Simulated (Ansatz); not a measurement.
All numbers below come from DFT PBE, scalar-relativistic, plane waves, PAW (Ansatz 0.2.0). All cells share a 420 eV cutoff and Γ-centred k meshes spaced at most about 0.3 Å⁻¹ (about 0.25 or finer for metals, 2π included). No spin polarisation in the final relaxations.

Temperature and zero-point effects are left out.

Two relaxed structures of In5GaP6:

A.

Space group P4/mmm (No. 123). a = 3.883 Å, b = 3.883 Å, c = 16.464 Å, α = 90.00°, β = 90.00°, γ = 90.00°
| atom | site | symmetry | x | y | z |
| --- | --- | --- | --- | --- | --- |
| In | 2g | 4mm | 0.0000 | 0.0000 | 0.6689 |
| In | 2h | 4mm | 0.5000 | 0.5000 | 0.8365 |
| In | 1d | 4/mmm | 0.5000 | 0.5000 | 0.5000 |
| Ga | 1a | 4/mmm | 0.0000 | 0.0000 | 0.0000 |
| P | 2g | 4mm | 0.0000 | 0.0000 | 0.8464 |
| P | 1c | 4/mmm | 0.5000 | 0.5000 | 0.0000 |
| P | 2h | 4mm | 0.5000 | 0.5000 | 0.3274 |
| P | 1b | 4/mmm | 0.0000 | 0.0000 | 0.5000 |

B.

Space group P-3m1 (No. 164). a = 3.880 Å, b = 3.880 Å, c = 18.920 Å, α = 90.00°, β = 90.00°, γ = 120.00°
```tsv
atom	site	symmetry	x	y	z
In	2d	3m.	0.6667	0.3333	0.6601
In	2d	3m.	0.6667	0.3333	0.1699
In	1a	-3m.	0.0000	0.0000	0.0000
Ga	1b	-3m.	0.0000	0.0000	0.5000
P	2d	3m.	0.3333	0.6667	0.5722
P	2c	3m.	0.0000	0.0000	0.2554
P	2d	3m.	0.3333	0.6667	0.0852
```

Task: Which arrangement of the elements on these sites is preferred, and by what margin?

Result: They are level within the accuracy (5 meV/atom apart, with B the lower in these runs). The two share one framework of sites and differ in which element sits where. A has In and Ga ordered on rock salt sites, space group P4/mmm (No. 123), 20.7 Å³/atom and no gap on its mesh; B has In and Ga ordered on rock salt sites, space group P-3m1 (No. 164), 20.6 Å³/atom and no gap. Counting P atoms around Ga and In (those within 1.25 times the shortest such distance or 1.15 times the sum of covalent radii), A and B both have In 6, Ga 6. Both come from invented guesses.

For metals, differences of a few meV/atom aren't resolved. Cells relaxed within their symmetry can be saddle points.
